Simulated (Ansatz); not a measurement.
**Ga: relativistic levels of theory**

What happens to Ga at a fixed cell under these changes: no relativity; spin-orbit coupling on?

Program: Ansatz 0.2.0. Level of theory: DFT, at the level named in each step. These are calculated values, not measurements.

1 further run of the same task is left out (it didn't finish). Runs told in other sessions of the task aren't counted.

## Step 1: The structure to begin with

The structure is monoclinic, space group C2/c (No. 15). Conventional cell: a = 2.766 Å, b = 8.053 Å, c = 3.332 Å, α = 90.00°, β = 92.02°, γ = 90.00°. Ga (site symmetry 2) has 8 Ga at 2.69 to 2.92 Å in its first shell of neighbours.

Coordinates:

```
CELL_PARAMETERS angstrom
1.38300 -4.02650 0.00000
1.38300 4.02650 0.00000
-0.11745 0.00000 3.32993
ATOMIC_POSITIONS crystal
Ga 0.86900 0.13100 0.25000
Ga 0.13100 0.86900 0.75000
```

The geometry is a database entry used as it stands. It may stem from high pressure or temperature, or be incomplete, so it serves as a test cell.

Atoms are numbered in the order of the input: Ga1, Ga2.

## Step 2: No relativity, LAPW

File input.yaml:

```yaml
crystal:
  lattice:
    - [1.383, -4.0265, 0.0]
    - [1.383, 4.0265, 0.0]
    - [-0.11745, 0.0, 3.32993]
  atoms:
    - { symbol: Ga, position: [0.869, 0.131, 0.25] }
    - { symbol: Ga, position: [0.131, 0.869, 0.75] }
kpoints:
  mp_grid: { grid: [14, 14, 11] }
  band_path:
    path:
      - [0.0, 0.0, 0.0]
      - [-0.5, 0.5, 0.0]
      - [-0.5, 0.5, 0.5]
      - [0.0, 0.0, 0.5]
      - [0.0, 0.0, 0.0]
      - [-0.5, 0.0, 0.5]
      - [0.0, 0.0, 0.0]
      - [-0.5, 0.0, 0.0]
    npoints: 5
scf:
  occupations: { method: fermi_dirac, width: 0.05 }
hamiltonian:
  xc: pbe
  pseudopotentials:
    kind: all_electron
    lapw: { basis_error: 0.0005 }
    relativity: none
output:
  forces: true
  stress: true
  eigenvalues: true
```

On the command line:

```console
> ansatz run input.yaml --threads 1 --pin off --max-ram 2048MiB --backend cpu --events-out ev --progress --plain --runs-dir out
```

## Step 3: Spin-orbit coupling on, PAW

input.yaml: that of step 2 with these lines changed.

```diff
@@ -25,6 +25,3 @@
   xc: pbe
-  pseudopotentials:
-    kind: all_electron
-    lapw: { basis_error: 0.0005 }
-    relativity: none
+  pseudopotentials: { kind: paw_fr }
 output:
@@ -33 +30,9 @@
   eigenvalues: true
+  efg: { contact_densities: true }
+  write_density: true
+  write_potential: true
+  elf: true
+  volumetric_format: npy
+magnetization:
+  noncollinear: true
+  spin_orbit: true
```

(Steps that only read results are left out.)

Q: Predict the outcome of this session. Wanted: pressure, no relativity, LAPW.

As calculated:

```
                     quantity     value
pressure, no relativity, LAPW  1.89 GPa
```

In words: This run gives: pressure 1.89 GPa; no gap; largest force 0.212 eV/Å.
